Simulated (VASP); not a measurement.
# PbSe: restarted molecular dynamics, 2 variants

PbSe, Pnma (no. 62), 16 atoms in the cell. PBE, molecular dynamics; PAW potentials Pb, Se (PBE set).

| Restart from | Temperature at the end (K) | The same without a restart (K) | Potential energy at the end (eV/atom) | The same without a restart (eV/atom) | Electronic steps in the first step after the restart | Time (s) |
|---|---|---|---|---|---|---|
| CONTCAR with velocities, WAVECAR read | 591.0 | 591.0 | -4.05816 | -4.05816 | 5 | 497 |
| CONTCAR with velocities, no WAVECAR | 591.0 | 591.0 | -4.05816 | -4.05816 | 15 | 552 |

Limits: 180 fs of 16 atoms are too short for converged averages; the cell is only 4.5 Å across, so each atom moves in step with near copies of itself.

## Input of the first row

INCAR.step1:
```
SYSTEM = PbSe
GGA      = PE             ! functional
PREC     = Normal         ! precision mode
ENCUT    = 210            ! plane-wave cutoff, eV
EDIFF    = 1E-6           ! SCF threshold, eV
NELMIN   = 4            
NELM     = 60             ! most SCF steps
ALGO     = Normal         ! electronic algorithm
LREAL    = Auto         
LASPH    = .TRUE.         ! aspherical terms in the spheres
ISMEAR   = 0              ! smearing method
SIGMA    = 0.05           ! smearing width, eV
ISYM     = 0            
LWAVE    = .TRUE.         ! write WAVECAR
LCHARG   = .FALSE.        ! write CHGCAR
IBRION   = 0              ! ionic algorithm
NSW      = 30             ! ionic steps
POTIM    = 3.0            ! step
TEBEG    = 1600         
ISIF     = 2              ! what is computed and relaxed
RANDOM_SEED= 336634 0 0   
MDALGO   = 1            
ANDERSEN_PROB= 0.0          
NCORE    = 2             
```

INCAR.step2, as INCAR.step1 but for:
```
- LWAVE = .TRUE.
+ LWAVE = .FALSE.
```

KPOINTS:
```
k-points
0
Monkhorst-Pack
  1 2 1
```

POSCAR.step1:
```
PbSe
1.0
   13.2198180000      0.0000000000      0.0000000000
    0.0000000000      4.4564510000      0.0000000000
    0.0000000000      0.0000000000      8.8303680000
Pb Se
8 8
Direct
    0.6404190000      0.2500000000      0.2051430000
    0.6404190000      0.2500000000      0.7051430000
    0.1404190000      0.2500000000      0.0448570000
    0.1404190000      0.2500000000      0.5448570000
    0.3595810000      0.7500000000      0.2948570000
    0.3595810000      0.7500000000      0.7948570000
    0.8595810000      0.7500000000      0.4551430000
    0.8595810000      0.7500000000      0.9551430000
    0.8576940000      0.2500000000      0.2258770000
    0.8576940000      0.2500000000      0.7258770000
    0.3576940000      0.2500000000      0.0241230000
    0.3576940000      0.2500000000      0.5241230000
    0.1423060000      0.7500000000      0.2741230000
    0.1423060000      0.7500000000      0.7741230000
    0.6423060000      0.7500000000      0.4758770000
    0.6423060000      0.7500000000      0.9758770000
```

Commands (each step's output is kept before the next begins):
```
cat potpaw_PBE.64/Pb/POTCAR potpaw_PBE.64/Se/POTCAR > POTCAR
cp INCAR.step1 INCAR
cp POSCAR.step1 POSCAR
mpirun -np 2 vasp_std > vasp.out
cp CONTCAR POSCAR
cp INCAR.step2 INCAR
mpirun -np 2 vasp_std > vasp.out
```

Changes of the last row against the first:
```
(step 1)
- LWAVE = True
+ LWAVE = False
```

VASP 6.6.1 took 497 s on 2 cores (AMD EPYC 7571), a shared host.
